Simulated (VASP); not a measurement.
# MgSe (Fm-3m) in VASP: a series of runs, part 2 of 2

VASP 6.6.1.

## (4) Dielectric tensor, PBE

Input file INCAR:

```
SYSTEM = MgSe
PREC = Accurate ; ENCUT = 520
EDIFF = 1E-8 ; ISMEAR = 0
SIGMA = 0.02 ; LREAL = .FALSE.
LASPH = .TRUE. ; NELM = 80
ALGO = Normal ; ISIF = 2
LWAVE = .FALSE. ; LCHARG = .FALSE.
GGA = PE ; LEPSILON = .TRUE.
```

Input file KPOINTS:

```
Automatic mesh
0
G
  8 8 8
  0 0 0
```

Input file POSCAR:

```
MgSe
1.0
    0.0000000000      2.7255000000      2.7255000000
    2.7255000000      0.0000000000      2.7255000000
    2.7255000000      2.7255000000      0.0000000000
Se Mg
1 1
Direct
    0.5000000000      0.5000000000      0.5000000000
    0.0000000000      0.0000000000      0.0000000000
```

Potentials or basis: VASP PAW PBE potentials, release 64 (Se, Mg).

Run with:

```console
> cat potpaw_PBE.64/Se/POTCAR potpaw_PBE.64/Mg/POTCAR > POTCAR
> mpirun -np 1 vasp_std > vasp.out
```

OUTCAR:

```text
SYSTEM = MgSe
   PREC = Accurate
   ENCUT = 520
   EDIFF = 1E-8
   ISMEAR = 0
   LREAL = .FALSE.
   LASPH = .TRUE.
   NELM = 80
   ISIF = 2
   GGA = PE
   LEPSILON = .TRUE.

 ion  position               nearest neighbor table
   1  0.500  0.500  0.500-   2 2.73   2 2.73   2 2.73   2 2.73   2 2.73   2 2.73
   2  0.000  0.000  0.000-   1 2.73   1 2.73   1 2.73   1 2.73   1 2.73   1 2.73

  LATTYP: Found a face centered cubic cell.
 ALAT       =     5.4510000000

  Lattice vectors:

 A1 = (   0.0000000000,   2.7255000000,   2.7255000000)
 A2 = (   2.7255000000,   0.0000000000,   2.7255000000)
 A3 = (   2.7255000000,   2.7255000000,   0.0000000000)

Analysis of symmetry for initial positions (statically):
=====================================================================
 Subroutine PRICEL returns:
 Original cell was already a primitive cell.

 Routine SETGRP: Setting up the symmetry group for a
 face centered cubic supercell.

 Subroutine GETGRP returns: Found 48 space group operations
 (whereof 48 operations were pure point group operations)
 out of a pool of 48 trial point group operations.

The static configuration has the point symmetry O_h .

Analysis of symmetry for dynamics (positions and initial velocities):
=====================================================================
 Subroutine PRICEL returns:
 Original cell was already a primitive cell.

 Routine SETGRP: Setting up the symmetry group for a
 face centered cubic supercell.

[... 446 lines left out ...]
  free  energy   TOTEN  =        -7.4834321486 eV

  energy  without entropy=       -7.4834321486  energy(sigma->0) =       -7.48343215

 HEAD OF MICROSCOPIC STATIC DIELECTRIC TENSOR (INDEPENDENT PARTICLE, excluding Hartree and local field effects)
 ------------------------------------------------------
           7.211004    -0.000000    -0.000000
           0.000000     7.211004     0.000000
          -0.000000     0.000000     7.211004
 ------------------------------------------------------

 Free energy of the ion-electron system (eV)
  ---------------------------------------------------
  ---------------------------------------------------
  free energy    TOTEN  =        -0.70507164 eV

  energy without entropy =       -0.70507164

------------------------ aborting loop because EDIFF is reached ----------------------------------------

--------------------------------------- Ionic step        2  -------------------------------------------

------------------------ aborting loop because EDIFF is reached ----------------------------------------

--------------------------------------- Ionic step        3  -------------------------------------------

 Free energy of the ion-electron system (eV)
  ---------------------------------------------------
  ---------------------------------------------------
  free energy    TOTEN  =        -0.70507163 eV

  energy without entropy =       -0.70507163

------------------------ aborting loop because EDIFF is reached ----------------------------------------

 PIEZOELECTRIC TENSOR FIELD DIRECTION 3  (e Angst)
 -----------------------------------------------------------------------------
     0.00038  0.00000 -0.00000           (  0.00001  0.00000 -0.00000)
     0.00000  0.00038 -0.00000           (  0.00000  0.00001  0.00000)
    -0.00000  0.00000 -0.00236           ( -0.00000  0.00000  0.00001)

 PIEZOELECTRIC TENSOR FIELD DIRECTION 3  (C/m^2)
 -----------------------------------------------------------------------------
     0.00015  0.00000 -0.00000
     0.00000  0.00015 -0.00000
    -0.00000  0.00000 -0.00093

 MACROSCOPIC STATIC DIELECTRIC TENSOR (including local field effects in DFT)
 ------------------------------------------------------
           6.658691    -0.000000    -0.000000
           0.000000     6.658691     0.000000
          -0.000000    -0.000000     6.658691
 ------------------------------------------------------

 PIEZOELECTRIC TENSOR (including local field effects)  for field in x, y, z        (e  Angst)
          XX          YY          ZZ          XY          YZ          ZX
  --------------------------------------------------------------------------------
  x     0.00000     0.00000     0.00000     0.00000     0.00000     0.00000
  y     0.00000     0.00000     0.00000     0.00000     0.00000     0.00000
  z     0.00000     0.00000     0.00000     0.00000     0.00000     0.00000

 PIEZOELECTRIC TENSOR (including local field effects)  for field in x, y, z        (C/m^2)
          XX          YY          ZZ          XY          YZ          ZX
  --------------------------------------------------------------------------------
  x     0.00000     0.00000     0.00000     0.00000     0.00000     0.00000
  y     0.00000     0.00000     0.00000     0.00000     0.00000     0.00000
  z     0.00000     0.00000     0.00000     0.00000     0.00000     0.00000

 BORN EFFECTIVE CHARGES (including local field effects) (in |e|, cummulative output)
 ---------------------------------------------------------------------------------
 ion    1
    1    -2.44477     0.00000     0.00000
    2    -0.00000    -2.44477     0.00000
    3     0.00000    -0.00000    -2.44477
 ion    2
    1     2.44477    -0.00000    -0.00000
    2     0.00000     2.44477    -0.00000
    3    -0.00000     0.00000     2.44477
```

stdout:

```text
POSCAR found type information on POSCAR SeMg
 POSCAR found :  2 types and       2 ions
 scaLAPACK will be used
 LDA part: xc-table for (Slater+PW92), standard interpolation
 POSCAR, INCAR and KPOINTS ok, starting setup
 FFT: planning ... GRIDC
 FFT: planning ... GRID_SOFT
 FFT: planning ... GRID
 WAVECAR not read
 entering main loop
 Linear response reoptimize wavefunctions to high precision
 Linear response G [H, r] |phi>, progress :
  Direction:   1
 Linear response G [H, r] |phi>, progress :
  Direction:   2
 Linear response G [H, r] |phi>, progress :
  Direction:   3
 Linear response to external field (no local field effect), progress :
  Direction:   1
 dielectric tensor                  component  1 :     8.483     3.638     0.668
 Linear response to external field (no local field effect), progress :
  Direction:   2
 dielectric tensor                  component  2 :     3.638     8.565    -0.669
 Linear response to external field (no local field effect), progress :
  Direction:   3
 dielectric tensor                  component  3 :     0.668    -0.669     4.585
 Linear response to external field, progress :
  Direction:   1
 dielectric tensor                  component  1 :     6.659     2.413     0.590
 Linear response to external field, progress :
  Direction:   2
 dielectric tensor                  component  2 :     2.269     6.659    -0.250
 Linear response to external field, progress :
  Direction:   3
 dielectric tensor                  component  3 :     0.399     1.526     6.659
 Born effective charges drift removed
```

It took 99 s on 1 thread of Intel Xeon Platinum 8488C (Sapphire Rapids), shared host; peak memory 0.21 GiB.

Results:

* Band gap on the k mesh: 1.80 eV, indirect (least direct gap 2.60 eV)
* Electronic dielectric tensor (diagonal): 6.66
* Born charges (mean of the diagonal): Se -2.44; Mg +2.44 e

Electronic dielectric tensor:
```
6.66 0.00 0.00
0.00 6.66 0.00
0.00 0.00 6.66
```

Born effective charge tensors (e):
atom 1, Se
```
-2.44  0.00  0.00
 0.00 -2.44  0.00
 0.00  0.00 -2.44
```
atom 2, Mg
```
2.44 0.00 0.00
0.00 2.44 0.00
0.00 0.00 2.44
```

## (5) Band structure, PBE, non-collinear spin, zero start, spin-orbit coupling

POSCAR is that of step 4.

Input file INCAR.step1:

```
PREC = Accurate
ENCUT = 520
EDIFF = 1E-7
ISMEAR = 0
SIGMA = 0.02
LREAL = False
LASPH = True
NELM = 80
ALGO = Normal
ISIF = 2
LWAVE = False
LCHARG = True
LNONCOLLINEAR = True
MAGMOM = 0 0 0 0 0 0
LORBIT = 11
LSORBIT = True
GGA_COMPAT = False
GGA = PE
NBANDS = 20
```

Input file KPOINTS.step1:

```
Automatic mesh
0
Gamma
  8 8 8
```

Input file INCAR.step2:

```
PREC = Accurate
ENCUT = 520
EDIFF = 1E-7
ISMEAR = 0
SIGMA = 0.05
LREAL = False
LASPH = True
NELM = 80
ALGO = Normal
ISIF = 2
LWAVE = False
LCHARG = False
LNONCOLLINEAR = True
MAGMOM = 0 0 0 0 0 0
LORBIT = 11
LSORBIT = True
GGA_COMPAT = False
GGA = PE
NBANDS = 20
ICHARG = 11
```

Input file KPOINTS.step2:

```
path GXWKGLUWLK,UX
15
line-mode
reciprocal
 0.0000000000  0.0000000000  0.0000000000  G
 0.5000000000  0.0000000000  0.5000000000  X

 0.5000000000  0.0000000000  0.5000000000  X
 0.5000000000  0.2500000000  0.7500000000  W

 0.5000000000  0.2500000000  0.7500000000  W
 0.3750000000  0.3750000000  0.7500000000  K

 0.3750000000  0.3750000000  0.7500000000  K
 0.0000000000  0.0000000000  0.0000000000  G

 0.0000000000  0.0000000000  0.0000000000  G
 0.5000000000  0.5000000000  0.5000000000  L

 0.5000000000  0.5000000000  0.5000000000  L
 0.6250000000  0.2500000000  0.6250000000  U

 0.6250000000  0.2500000000  0.6250000000  U
 0.5000000000  0.2500000000  0.7500000000  W

 0.5000000000  0.2500000000  0.7500000000  W
 0.5000000000  0.5000000000  0.5000000000  L

 0.5000000000  0.5000000000  0.5000000000  L
 0.3750000000  0.3750000000  0.7500000000  K

 0.6250000000  0.2500000000  0.6250000000  U
 0.5000000000  0.0000000000  0.5000000000  X
```

Potentials or basis: VASP PAW PBE potentials, release 64 (Se, Mg).

Run with:

```console
> cat potpaw_PBE.64/Se/POTCAR potpaw_PBE.64/Mg/POTCAR > POTCAR
> cp INCAR.step1 INCAR
> cp KPOINTS.step1 KPOINTS
> mpirun -np 1 vasp_ncl > vasp.out
> cp INCAR.step2 INCAR
> cp KPOINTS.step2 KPOINTS
> mpirun -np 1 vasp_ncl > vasp.out
```

OUTCAR:

```text
PREC = Accurate
   ENCUT = 520
   EDIFF = 1E-7
   ISMEAR = 0
   LREAL = False
   LASPH = True
   NELM = 80
   ISIF = 2
   LNONCOLLINEAR = True
   LORBIT = 11
   LSORBIT = True
   GGA = PE
   ICHARG = 11

 ion  position               nearest neighbor table
   1  0.500  0.500  0.500-   2 2.73   2 2.73   2 2.73   2 2.73   2 2.73   2 2.73
   2  0.000  0.000  0.000-   1 2.73   1 2.73   1 2.73   1 2.73   1 2.73   1 2.73

  LATTYP: Found a face centered cubic cell.
 ALAT       =     5.4510000000

  Lattice vectors:

[... 809 lines left out ...]
     0.0000000    -0.0000001     0.0000000    -0.0000001     0.0000000
     0.0000000     0.0000000    -0.0000001     0.0000000    -0.0000000
    -0.0000001    -0.0000000     0.0000000    -0.0000000     0.0000000
 l=   3
     0.0000000     0.0000000     0.0000000     0.0000000     0.0000000     0.0000000     0.0000000
     0.0000000     0.0000000     0.0000000     0.0000000     0.0000000     0.0000000     0.0000000
     0.0000000     0.0000000     0.0000000     0.0000000     0.0000000     0.0000000     0.0000000
     0.0000000     0.0000000     0.0000000     0.0000000     0.0000000     0.0000000     0.0000000
     0.0000000     0.0000000     0.0000000     0.0000000     0.0000000     0.0000000     0.0000000
     0.0000000     0.0000000     0.0000000     0.0000000     0.0000000     0.0000000     0.0000000
     0.0000000     0.0000000     0.0000000     0.0000000     0.0000000     0.0000000     0.0000000

 total charge

# of ion       s       p       d       tot
------------------------------------------
    1        1.426   2.515   0.011   3.951
    2        0.129   0.137   0.029   0.294
--------------------------------------------------
tot          1.555   2.652   0.039   4.246

 magnetization (x)

# of ion       s       p       d       tot
------------------------------------------
    1       -0.000   0.000  -0.000  -0.000
    2       -0.000  -0.000   0.000  -0.000
--------------------------------------------------
tot         -0.000  -0.000  -0.000  -0.000

 magnetization (y)

# of ion       s       p       d       tot
------------------------------------------
    1       -0.000   0.000   0.000  -0.000
    2        0.000  -0.000   0.000  -0.000
--------------------------------------------------
tot          0.000  -0.000   0.000  -0.000

 magnetization (z)

# of ion       s       p       d       tot
------------------------------------------
    1        0.000   0.000   0.000   0.000
    2       -0.000  -0.000   0.000  -0.000
--------------------------------------------------
tot         -0.000  -0.000   0.000  -0.000
```

OUTCAR.step1:

```text
PREC = Accurate
   ENCUT = 520
   EDIFF = 1E-7
   ISMEAR = 0
   LREAL = False
   LASPH = True
   NELM = 80
   ISIF = 2
   LNONCOLLINEAR = True
[... 861 lines left out ...]
tot          0.000  -0.000   0.000  -0.000

 magnetization (y)

# of ion       s       p       d       tot
------------------------------------------
    1        0.000   0.000   0.000   0.000
    2       -0.000   0.000   0.000  -0.000
--------------------------------------------------
tot          0.000   0.000   0.000   0.000

 magnetization (z)

# of ion       s       p       d       tot
------------------------------------------
    1        0.000   0.000   0.000   0.000
    2        0.000  -0.000   0.000  -0.000
--------------------------------------------------
tot          0.000  -0.000   0.000  -0.000
```

OSZICAR.step1:

```text
N       E                     dE             d eps       ncg     rms          rms(c)
DAV:   1     0.279213843353E+02    0.27921E+02   -0.29388E+03  1168   0.649E+02
DAV:   2    -0.548639130526E+01   -0.33408E+02   -0.30562E+02  1544   0.117E+02
DAV:   3    -0.778447850337E+01   -0.22981E+01   -0.22820E+01  1540   0.310E+01
DAV:   4    -0.780134305170E+01   -0.16865E-01   -0.16860E-01  1328   0.306E+00
DAV:   5    -0.780146262588E+01   -0.11957E-03   -0.11957E-03  1344   0.269E-01    0.301E+00
DAV:   6    -0.754339065270E+01    0.25807E+00   -0.20869E-01  1228   0.277E+00    0.187E+00
DAV:   7    -0.750136360091E+01    0.42027E-01   -0.12475E-01  1296   0.206E+00    0.995E-01
DAV:   8    -0.750090736305E+01    0.45624E-03   -0.38609E-03  1328   0.409E-01    0.554E-01
DAV:   9    -0.750098566669E+01   -0.78304E-04   -0.10362E-03  1280   0.242E-01    0.172E-01
DAV:  10    -0.750095660532E+01    0.29061E-04   -0.27622E-05  1296   0.391E-02    0.110E-01
DAV:  11    -0.750095734730E+01   -0.74198E-06   -0.54418E-05  1272   0.428E-02    0.888E-03
DAV:  12    -0.750095643080E+01    0.91650E-06   -0.26423E-06  1300   0.108E-02    0.861E-03
DAV:  13    -0.750095649166E+01   -0.60854E-07   -0.36122E-07  1300   0.362E-03
   1 F= -.75009565E+01 E0= -.75009565E+01  d E =-.743276E-15  mag=     0.0000    -0.0000     0.0000
```

Wall time 2.9 min (1 thread of Intel Xeon Platinum 8488C (Sapphire Rapids), shared host); peak memory 0.39 GiB.

What came out:

```
Net moment : 0.00 μB per cell
```

Moments on the atoms (μB; x, y, z):
```
Se  0.00 0.00 0.00
Mg  0.00 0.00 0.00
```

Caveat: the log is that of the step along the path at fixed density, whose energy, stress, charges and moments have no meaning.

## (6) Band structure, PBE-EpsX

POSCAR is that of step 5.

Input file INCAR.step1:

```
SYSTEM = MgSe
PREC = Accurate ; ENCUT = 520
EDIFF = 1E-8 ; ISMEAR = 0
SIGMA = 0.02 ; LREAL = .False.
LASPH = .True. ; NELM = 100
ALGO = Normal ; ISIF = 2
LWAVE = .False. ; LCHARG = .False.
GGA = PE ; LEPSILON = .True.
```

Input file KPOINTS.step1:

```
Automatic mesh
0
G
  8 8 8
  0 0 0
```

Input file INCAR.step2:

```
SYSTEM = MgSe
PREC = Accurate ; ENCUT = 520
EDIFF = 1E-5 ; ISMEAR = 0
SIGMA = 0.02 ; LREAL = .False.
LASPH = .True. ; NELM = 100
ALGO = Normal ; ISIF = 2
LWAVE = .True. ; LCHARG = .False.
GGA = PE
```

Input file KPOINTS.step2:

```
Automatic mesh
0
Gamma
  6 6 6
  0 0 0
```

Input file INCAR.step3:

```
SYSTEM = MgSe
PREC = Accurate ; ENCUT = 520
EDIFF = 1E-6 ; ISMEAR = 0
SIGMA = 0.02 ; LREAL = .False.
LASPH = .True. ; NELM = 100
ALGO = Normal ; ISIF = 2
LWAVE = .False. ; LCHARG = .False.
GGA = PE ; LHFCALC = .True.
AEXX = 0.1502 ; PRECFOCK = Fast
ISTART = 1 ; HFRCUT = -1
```

Input file KPOINTS.step3:

```
Automatic mesh
0
Gamma
  6 6 6
  0 0 0
```

Input file KPOINTS_OPT:

```
path GXWKGLUWLK,UX
8
line-mode
reciprocal
 0.0000000000  0.0000000000  0.0000000000  G
 0.5000000000  0.0000000000  0.5000000000  X

 0.5000000000  0.0000000000  0.5000000000  X
 0.5000000000  0.2500000000  0.7500000000  W

 0.5000000000  0.2500000000  0.7500000000  W
 0.3750000000  0.3750000000  0.7500000000  K

 0.3750000000  0.3750000000  0.7500000000  K
 0.0000000000  0.0000000000  0.0000000000  G

 0.0000000000  0.0000000000  0.0000000000  G
 0.5000000000  0.5000000000  0.5000000000  L

 0.5000000000  0.5000000000  0.5000000000  L
 0.6250000000  0.2500000000  0.6250000000  U

 0.6250000000  0.2500000000  0.6250000000  U
 0.5000000000  0.2500000000  0.7500000000  W

 0.5000000000  0.2500000000  0.7500000000  W
 0.5000000000  0.5000000000  0.5000000000  L

 0.5000000000  0.5000000000  0.5000000000  L
 0.3750000000  0.3750000000  0.7500000000  K

 0.6250000000  0.2500000000  0.6250000000  U
 0.5000000000  0.0000000000  0.5000000000  X
```

Potentials or basis: VASP PAW PBE potentials, release 64 (Se, Mg).

Run with:

```console
> cat potpaw_PBE.64/Se/POTCAR potpaw_PBE.64/Mg/POTCAR > POTCAR
> cp INCAR.step1 INCAR
> cp KPOINTS.step1 KPOINTS
> mpirun -np 1 vasp_std > vasp.out
> cp INCAR.step2 INCAR
> cp KPOINTS.step2 KPOINTS
> mpirun -np 1 vasp_std > vasp.out
> cp INCAR.step3 INCAR
> cp KPOINTS.step3 KPOINTS
> mpirun -np 1 vasp_std > vasp.out
```

Run time: 14 min. Hardware: 1 thread of Intel Xeon Platinum 8488C (Sapphire Rapids), shared host; peak memory 0.22 GiB.

It converged, with:

```
Free energy             : -8.5650 eV
Pressure                : 0.9 GPa
Band gap on the k mesh  : 2.71 eV, indirect (least direct gap 3.58 eV)
Band gap along the path : 2.71 eV, indirect (least direct gap 3.58 eV)
```

Levels at the corners of the path, in eV from the valence-band top:
```
point  band 1  band 2  band 3  band 4  band 5  band 6  band 7  band 8
    Γ  -13.73    0.00    0.00    0.00    3.58    8.45    8.45    8.45
    X  -12.17   -4.55   -1.90   -1.90    2.71    4.87   13.04   13.49
    X  -12.17   -4.55   -1.90   -1.90    2.71    4.87   13.03   13.48
    W  -12.14   -3.53   -3.53   -2.68    5.55    8.09    8.64    8.64
    W  -12.14   -3.53   -3.53   -2.68    5.55    8.09    8.64    8.64
    K  -12.18   -4.02   -3.53   -1.52    3.99    7.31   10.11   11.03
    K  -12.18   -4.02   -3.53   -1.52    3.99    7.31   10.11   11.03
    Γ  -13.73    0.00    0.00    0.00    3.58    8.45    8.45    8.45
    Γ  -13.73    0.00    0.00    0.00    3.58    8.45    8.45    8.45
    L  -12.52   -5.27   -0.62   -0.62    4.78    7.13    7.13    9.85
    L  -12.52   -5.27   -0.62   -0.62    4.78    7.13    7.13    9.85
    U  -12.18   -4.02   -3.53   -1.52    3.99    7.31   10.11   11.10
    U  -12.18   -4.02   -3.53   -1.52    3.99    7.31   10.11   11.03
    W  -12.14   -3.53   -3.53   -2.68    5.55    8.09    8.64    8.64
    W  -12.14   -3.53   -3.53   -2.68    5.55    8.09    8.64    8.64
    L  -12.52   -5.27   -0.62   -0.62    4.78    7.13    7.13    9.85
    L  -12.52   -5.27   -0.62   -0.62    4.78    7.13    7.13    9.85
    K  -12.18   -4.02   -3.53   -1.52    3.99    7.31   10.11   11.03
    U  -12.18   -4.02   -3.53   -1.52    3.99    7.31   10.11   11.03
    X  -12.17   -4.55   -1.90   -1.90    2.71    4.87   13.03   13.49
```

Caveat: the PAW data sets were made with another functional, which shifts forces and pressure a little.

## (7) Summary

| task | level | potentials or basis | spin | k mesh | cutoff (eV) | grid for exact exchange (PRECFOCK) | exchange at q = 0 | share of exact exchange | mesh quality | gap on the mesh (eV) |
| --- | --- | --- | --- | --- | --- | --- | --- | --- | --- | --- |
| band structure | PBE | VASP PAW PBE potentials, release 64 (Se, Mg) | off | 4 × 4 × 4 | 250 | - | - | - | coarse | 1.77 |
| band structure | PBE | VASP PAW PBE potentials, release 64 (Se_GW, Mg_GW) | off | 8 × 8 × 8 | 450 | - | - | - | not flagged | 1.80 |
| dielectric tensor | PBE | VASP PAW PBE potentials, release 64 (Se, Mg) | off | 8 × 8 × 8 | 520 | - | - | - | not flagged | 1.80 |
| band structure | PBE | VASP PAW PBE potentials, release 64 (Se, Mg) | non-collinear, zero start, SOC | 8 × 8 × 8 | 520 | - | - | - | not flagged | - |
| band structure | PBE-EpsX | VASP PAW PBE potentials, release 64 (Se, Mg) | off | 6 × 6 × 6 | 520 | Fast | truncated | 0.1502 | not flagged | 2.71 |

Alike in all rows: cell as given; smearing gaussian 0.02 eV.

Caveats: some runs use coarse meshes; the cutoff is under 1.25 times the usual one of these potentials, so pressure, stress and relaxed cells hold a basis-set (Pulay) error (some runs); the PAW data sets were made with another functional, which shifts forces and pressure a little (some runs).

Total energies depend on the potentials used, so only differences within one code and one set of settings carry meaning.
